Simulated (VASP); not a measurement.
# GaN: kinetic-energy density

GaN, F-43m (no. 216), 2 atoms in the cell. PBE; PAW potentials Ga_d, N (PBE set).

## Input

INCAR:
```
SYSTEM = GaN
PREC     = Accurate       ! precision mode
ENCUT    = 520            ! plane-wave cutoff, eV
EDIFF    = 1E-7           ! SCF threshold, eV
ISMEAR   = 0              ! smearing method
SIGMA    = 0.02           ! smearing width, eV
LREAL    = .False.        ! projectors in reciprocal space
LASPH    = .True.         ! aspherical terms in the spheres
ALGO     = Normal         ! electronic algorithm
NELM     = 100            ! most SCF steps
ISIF     = 2              ! what is computed and relaxed
LWAVE    = .False.        ! write WAVECAR
LCHARG   = .True.         ! write CHGCAR
LTAU     = .True.        
```

KPOINTS:
```
k-points
0
Gamma
  9 9 9
```

POSCAR:
```
GaN
1.0
    0.0000000000      2.2535006075      2.2535006075
    2.2535006075      0.0000000000      2.2535006075
    2.2535006075      2.2535006075      0.0000000000
Ga N
1 1
Direct
    0.0000000000      0.0000000000      0.0000000000
    0.2500000000      0.2500000000      0.2500000000
```

Commands:
```
cat potpaw_PBE.64/Ga_d/POTCAR potpaw_PBE.64/N/POTCAR > POTCAR
mpirun -np 1 vasp_std > vasp.out
```

## Result

- Kinetic energy of the pseudo orbitals (eV): 244.33

VASP 6.6.1 took 9.3 s on 1 core (Intel Xeon Platinum 8559C (Emerald Rapids)), a shared host.
